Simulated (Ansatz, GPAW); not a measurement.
# 2H-NbOSe under honeycomb BP, AB in an electric field, part 2 of 3

Aim: the dipole that a field along the normal induces in 2H-NbOSe under honeycomb BP, AB.

GPAW 26.7.0 and Ansatz 0.2.0; Ansatz plane waves; layer without images along its normal, relaxation of atoms and in-plane cell, with D3(BJ) dispersion (the session's first sound run).

So far, upper work function (eV): step 3 (the slab's potential) 5.15.

## Step 4: In a field

Level of this step: GPAW, PAW setups; slab in vacuum (GPAW).

A uniform field along the normal polarises the slab; the atoms stay fixed, so this is the electronic response alone.

run.py reads:

```python
import json
import numpy as np
from ase import Atoms
from gpaw import GPAW, PW
from gpaw.external import ConstantElectricField

slab = Atoms(
    ['Se', 'Nb', 'O', 'P', 'B'],
    positions=[
        [0.00000, 1.84842, 9.00000],
        [0.00000, 0.00000, 10.82251],
        [0.00000, 1.84842, 11.81854],
        [0.00000, 0.00000, 14.76965],
        [1.60078, 0.92421, 14.78568]],
    cell=[[3.20156, -0.0, -0.0], [-1.60078, 2.77263, -0.0], [-0.0, -0.0, 23.7857]],
    pbc=[True, True, False])

slab.calc = GPAW(mode=PW(500), xc='PBE', kpts={'size': (12, 12, 1), 'gamma': True},
                 occupations={'name': 'fermi-dirac', 'width': 0.05}, nbands='140%',
                 convergence={'density': 1e-05}, maxiter=200,
                 poissonsolver={'dipolelayer': 'xy'},
                 external=ConstantElectricField(-0.2, [0, 0, 1]),
                 symmetry={'tolerance': 1e-3}, txt='slab.txt')
result = {}
energy = slab.get_potential_energy()
fermi = slab.calc.get_fermi_level()
v = slab.calc.get_electrostatic_potential().mean((0, 1)) - fermi
n = slab.calc.get_pseudo_density().mean((0, 1))
L = slab.cell[2, 2]
z = np.arange(len(v)) * L / len(v)
low, high = slab.positions[:, 2].min(), slab.positions[:, 2].max()
below, above = np.interp([low - 6.8, high + 6.8], z, v)
slopes = [np.interp(x, z, np.gradient(v, z)) for x in (low - 6.8, high + 6.8)]
eps = np.array([[slab.calc.get_eigenvalues(k, s) for k in range(len(slab.calc.get_ibz_k_points()))]
                for s in range(slab.calc.get_number_of_spins())]) - fermi
top, bottom = eps[eps < 0].max(), eps[eps > 0].min()
dipole = slab.get_dipole_moment()[2]
print(f'energy {energy:.4f} eV, Fermi level {fermi:.4f} eV, dipole {dipole:.5f} e A')
print(f'potential 6.8 A off the faces, from the Fermi level: lower {below:.4f} eV, upper {above:.4f} eV')
print(f'slope of the potential there: lower {slopes[0]:.5f}, upper {slopes[1]:.5f} eV/A')
print(f'nearest levels on the mesh: {top:.4f} and {bottom:.4f} eV')
print('magnetic moment', round(slab.get_magnetic_moment(), 3))
result.update(energy=energy, fermi=fermi, dipole=dipole, below=below, above=above, slopes=slopes, edges=[top, bottom],
              z=z.tolist(), v=v.tolist(), n=n.tolist(), positions=slab.positions.tolist(),
              forces=slab.get_forces(apply_constraint=False).tolist(), moments=slab.get_magnetic_moments().tolist())
json.dump(result, open('result.json', 'w'))
```

Launch:

```sh
$ OMP_NUM_THREADS=1 OPENBLAS_NUM_THREADS=1 python run.py
```

What it wrote:

```text
energy -35.1914 eV, Fermi level -0.6770 eV, dipole -0.07227 e A
potential 6.8 A off the faces, from the Fermi level: lower 4.4602 eV, upper 5.9304 eV
slope of the potential there: lower 0.00066, upper 0.00093 eV/A
nearest levels on the mesh: -0.0089 and 0.0042 eV
magnetic moment 0.0
```

The job ended after 4.4 min (1 thread of Arm Neoverse V1, shared host; peak memory 0.57 GiB).

Numbers from this step:

* dipole along the normal: -0.07227 e·Å
* levels nearest the Fermi level on the mesh: -0.008861, 0.004222 eV from the Fermi level
* potential below the slab, the applied field's own ramp left out: 4.460 eV from the Fermi level
* potential above the slab, the applied field's own ramp left out: 5.930 eV from the Fermi level

The electrostatic potential energy of an electron (without an applied field's), less the Fermi level, planar mean by z:

z (Å), electrostatic potential energy of an electron (without an applied field's), less the Fermi level, planar mean (eV) and a bar from the least value:
```
        0        5.2 #############################
        1        4.5 ############################
        2        4.5 ############################
        3        4.5 ############################
        4        4.5 ############################
        5        4.5 ############################
        6        4.5 ############################
        7        4.3 ############################
        8        1.7 #########################
        9      -22.2 
       10       -5.3 ##################
       11      -20.9 #
       12       -7.1 ################
       13        4.8 #############################
       14       -1.4 ######################
       15      -20.0 ##
       16        4.0 ############################
       17        5.8 ##############################
       18        5.9 ##############################
       19        5.9 ##############################
       20        5.9 ##############################
       21        5.9 ##############################
       22        5.9 ##############################
       23        5.9 ##############################
```

Force by atom:

| atom | x (eV/Å) | y (eV/Å) | z (eV/Å) | size |
| --- | --- | --- | --- | --- |
| Se1 | 0.000 | 0.000 | -0.076 | 0.076 |
| Nb2 | 0.000 | 0.000 | -0.034 | 0.034 |
| O3 | 0.000 | 0.000 | -0.121 | 0.121 |
| P4 | 0.000 | 0.000 | 0.109 | 0.109 |
| B5 | 0.000 | 0.000 | 0.061 | 0.061 |

The dipole is now -0.0723 e Å, against 0.0062 in the run without a field.

## Step 5: Field on

run.py: that of step 4 with these lines changed.

```diff
@@ -21,3 +21,3 @@
                  poissonsolver={'dipolelayer': 'xy'},
-                 external=ConstantElectricField(-0.2, [0, 0, 1]),
+                 external=ConstantElectricField(-0.1, [0, 0, 1]),
                  symmetry={'tolerance': 1e-3}, txt='slab.txt')
```

What it wrote:

```text
energy -35.1860 eV, Fermi level -0.6840 eV, dipole -0.03369 e A
potential 6.8 A off the faces, from the Fermi level: lower 4.8581 eV, upper 5.5420 eV
slope of the potential there: lower 0.00066, upper 0.00093 eV/A
nearest levels on the mesh: -0.0094 and 0.0046 eV
magnetic moment 0.0
```

Elapsed: 4.4 min, on 1 thread; peak memory 0.57 GiB.

Numbers from this step:

| Property | Result |
| --- | --- |
| dipole along the normal | -0.03369 e·Å |
| levels nearest the Fermi level on the mesh | -0.009373, 0.004553 eV from the Fermi level |
| potential below the slab, the applied field's own ramp left out | 4.858 eV from the Fermi level |
| potential above the slab, the applied field's own ramp left out | 5.542 eV from the Fermi level |

Table of electrostatic potential energy of an electron (without an applied field's), less the Fermi level, planar mean by z:

z (Å), electrostatic potential energy of an electron (without an applied field's), less the Fermi level, planar mean (eV) and a bar from the least value:
```
        0        5.2 ##############################
        1        4.9 #############################
        2        4.9 #############################
        3        4.9 #############################
        4        4.9 #############################
        5        4.9 #############################
        6        4.9 #############################
        7        4.7 #############################
        8        2.0 ##########################
        9      -21.9 
       10       -5.2 ##################
       11      -20.9 #
       12       -7.1 ################
       13        4.8 #############################
       14       -1.5 ######################
       15      -20.3 ##
       16        3.6 ############################
       17        5.4 ##############################
       18        5.5 ##############################
       19        5.5 ##############################
       20        5.5 ##############################
       21        5.5 ##############################
       22        5.5 ##############################
       23        5.5 ##############################
```

Force by atom:

```csv
atom,x (eV/Å),y (eV/Å),z (eV/Å),size
Se1,0.000,0.000,-0.071,0.071
Nb2,0.000,0.000,-0.027,0.027
O3,0.000,0.000,-0.132,0.132
P4,0.000,0.000,0.110,0.110
B5,0.000,0.000,0.060,0.060
```

The dipole is now -0.0337 e Å, against 0.0062 in the run without a field.

## Step 6: In a field

run.py: that of step 5 with these lines changed.

```diff
@@ -21,3 +21,3 @@
                  poissonsolver={'dipolelayer': 'xy'},
-                 external=ConstantElectricField(-0.1, [0, 0, 1]),
+                 external=ConstantElectricField(-0.05, [0, 0, 1]),
                  symmetry={'tolerance': 1e-3}, txt='slab.txt')
```

What it wrote:

```text
energy -35.1848 eV, Fermi level -0.6858 eV, dipole -0.01418 e A
potential 6.8 A off the faces, from the Fermi level: lower 5.0576 eV, upper 5.3438 eV
slope of the potential there: lower 0.00067, upper 0.00093 eV/A
nearest levels on the mesh: -0.0096 and 0.0046 eV
magnetic moment 0.0
```

It took 4.4 min on 1 thread; peak memory 0.57 GiB.

The electrostatic potential energy of an electron (without an applied field's), less the Fermi level, planar mean by z:

| z (Å) | electrostatic potential energy of an electron (without an applied field's), less the Fermi level, planar mean (eV) |
| --- | --- |
| 0 | 5.20 |
| 1 | 5.06 |
| 2 | 5.06 |
| 3 | 5.06 |
| 4 | 5.06 |
| 5 | 5.06 |
| 6 | 5.05 |
| 7 | 4.92 |
| 8 | 2.20 |
| 9 | -21.8 |
| 10 | -5.07 |
| 11 | -20.8 |
| 12 | -7.12 |
| 13 | 4.70 |
| 14 | -1.63 |
| 15 | -20.4 |
| 16 | 3.45 |
| 17 | 5.24 |
| 18 | 5.34 |
| 19 | 5.34 |
| 20 | 5.34 |
| 21 | 5.34 |
| 22 | 5.34 |
| 23 | 5.34 |

## Step 7: In a field

run.py: that of step 6 with these lines changed.

```diff
@@ -21,3 +21,3 @@
                  poissonsolver={'dipolelayer': 'xy'},
-                 external=ConstantElectricField(-0.05, [0, 0, 1]),
+                 external=ConstantElectricField(0.05, [0, 0, 1]),
                  symmetry={'tolerance': 1e-3}, txt='slab.txt')
```

What it wrote:

```text
energy -35.1853 eV, Fermi level -0.6891 eV, dipole 0.02490 e A
potential 6.8 A off the faces, from the Fermi level: lower 5.4573 eV, upper 4.9467 eV
slope of the potential there: lower 0.00067, upper 0.00094 eV/A
nearest levels on the mesh: -0.0103 and 0.0047 eV
magnetic moment 0.0
```

Wall time 4.4 min (1 thread); peak memory 0.58 GiB.

## Step 8: In a field

run.py: that of step 7 with these lines changed.

```diff
@@ -21,3 +21,3 @@
                  poissonsolver={'dipolelayer': 'xy'},
-                 external=ConstantElectricField(0.05, [0, 0, 1]),
+                 external=ConstantElectricField(0.1, [0, 0, 1]),
                  symmetry={'tolerance': 1e-3}, txt='slab.txt')
```

What it wrote:

```text
energy -35.1870 eV, Fermi level -0.6901 eV, dipole 0.04455 e A
potential 6.8 A off the faces, from the Fermi level: lower 5.6576 eV, upper 4.7466 eV
slope of the potential there: lower 0.00067, upper 0.00094 eV/A
nearest levels on the mesh: -0.0107 and 0.0046 eV
magnetic moment 0.0
```

The job ended after 5.2 min (1 thread; peak memory 0.57 GiB).

The electrostatic potential energy of an electron (without an applied field's), less the Fermi level, planar mean by z:

```
z (Å)  electrostatic potential energy of an electron (without an applied field's), less the Fermi level, planar mean (eV)
  0.0                                                                                                                5.20
  0.5                                                                                                                5.66
  1.0                                                                                                                5.66
  1.5                                                                                                                5.66
  2.0                                                                                                                5.66
  2.5                                                                                                                5.66
  3.0                                                                                                                5.66
  3.5                                                                                                                5.66
  4.0                                                                                                                5.66
  4.5                                                                                                                5.66
  5.0                                                                                                                5.66
  5.5                                                                                                                5.66
  6.0                                                                                                                5.65
  6.5                                                                                                                5.63
  7.0                                                                                                                5.52
  7.5                                                                                                                5.02
  8.0                                                                                                                2.75
  8.5                                                                                                               -6.46
  9.0                                                                                                               -21.3
  9.5                                                                                                               -8.06
 10.0                                                                                                               -4.79
 10.5                                                                                                               -16.8
 11.0                                                                                                               -20.7
 11.5                                                                                                               -11.5
 12.0                                                                                                               -7.13
 12.5                                                                                                                3.12
 13.0                                                                                                                4.56
 13.5                                                                                                                3.43
 14.0                                                                                                               -1.91
 14.5                                                                                                               -18.6
 15.0                                                                                                               -20.8
 15.5                                                                                                               -3.07
 16.0                                                                                                                2.90
 16.5                                                                                                                4.33
 17.0                                                                                                                4.65
 17.5                                                                                                                4.72
 18.0                                                                                                                4.74
 18.5                                                                                                                4.74
 19.0                                                                                                                4.74
 19.5                                                                                                                4.74
 20.0                                                                                                                4.75
 20.5                                                                                                                4.75
 21.0                                                                                                                4.75
 21.5                                                                                                                4.75
 22.0                                                                                                                4.75
 22.5                                                                                                                4.75
 23.0                                                                                                                4.75
 23.5                                                                                                                4.86
```

The dipole is now 0.0445 e Å, against 0.0062 in the run without a field.

## Step 9: Field on

run.py: that of step 8 with these lines changed.

```diff
@@ -21,3 +21,3 @@
                  poissonsolver={'dipolelayer': 'xy'},
-                 external=ConstantElectricField(0.1, [0, 0, 1]),
+                 external=ConstantElectricField(0.2, [0, 0, 1]),
                  symmetry={'tolerance': 1e-3}, txt='slab.txt')
```

What it wrote:

```text
energy -35.1934 eV, Fermi level -0.6921 eV, dipole 0.08390 e A
potential 6.8 A off the faces, from the Fermi level: lower 6.0590 eV, upper 4.3459 eV
slope of the potential there: lower 0.00068, upper 0.00094 eV/A
nearest levels on the mesh: -0.0064 and 0.0045 eV
magnetic moment 0.0
```

Wall time 4.5 min (1 thread); peak memory 0.57 GiB.

(Part 2 of 3 ends here.)

[Logs are printed without paths, hosts, clocks, repeated set-up lines and the standing remarks that a program may print on its own settings, such as how far it seeks lower states.]

[Hosts, paths, dates, database ids (printed as entryN), source tags and the programs' standing remarks are cut or masked in the printed files.]
